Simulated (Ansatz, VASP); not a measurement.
# BiTe in VASP and in Ansatz

Contents of INCAR:

```
SYSTEM = BiTe
PREC = Accurate
ENCUT = 520
EDIFF = 1E-7
ISMEAR = -1
SIGMA = 0.05
LREAL = .FALSE.
LASPH = .TRUE.
NELM = 60
ALGO = Normal
ISIF = 2
LWAVE = .FALSE.
LCHARG = .FALSE.
GGA = PS
NBANDS = 18
```

File KPOINTS:

```
regular mesh
0
G
  7 7 7
  0 0 0
```

File POSCAR:

```
BiTe
1.0
    0.0000000000      3.2775706714      3.2775706714
    3.2775706714      0.0000000000      3.2775706714
    3.2775706714      3.2775706714      0.0000000000
Bi Te
1 1
Direct
    0.0000000000      0.0000000000      0.0000000000
    0.5000000000      0.5000000000      0.5000000000
```

Contents of input.yaml:

```yaml
crystal:
  lattice:
    - [0.0, 3.2775706714, 3.2775706714]
    - [3.2775706714, 0.0, 3.2775706714]
    - [3.2775706714, 3.2775706714, 0.0]
  atoms:
    - { symbol: Bi, position: [0.0, 0.0, 0.0] }
    - { symbol: Te, position: [0.5, 0.5, 0.5] }
hamiltonian:
  xc: pbesol
  pseudopotentials: { kind: paw }
kpoints:
  mp_grid: { grid: [7, 7, 7] }
scf:
  occupations: { method: fermi_dirac, width: 0.05 }
output:
  forces: true
  stress: true
  eigenvalues: true
```

Change from the starting cell: volume scaled by 1.04.

Alike in both runs: task single point; functional PBEsol; k mesh 7 × 7 × 7; occupations fermi-dirac, width 0.05 eV; no spin polarisation.

```csv
,VASP,Ansatz
version,VASP 6.6.1,Ansatz 0.2.0
potentials or method,"VASP PAW PBE potentials, release 64 (Bi_d, Te)",Ansatz PAW
plane-wave cutoff (eV),520,420
valence electrons in the cell,21,31
```

```tsv
	VASP	Ansatz	Ansatz less VASP
gap on the k mesh at the Fermi level (eV)	none	none	-
pressure (GPa)	-3.2	-3.2	+0.03
```

A gap of «none» marks a metal or a gap that the smearing closes. The two sets of potentials don't hold the same shells in valence.

Caveats: spin-orbit coupling is left out, which moves the levels of the heavy elements; the PAW data sets were made with another functional, which shifts forces and pressure a little (VASP); the PAW data sets come from PBE, with cores solved anew for the run's functional, which leaves a small shift of forces and pressure (Ansatz).
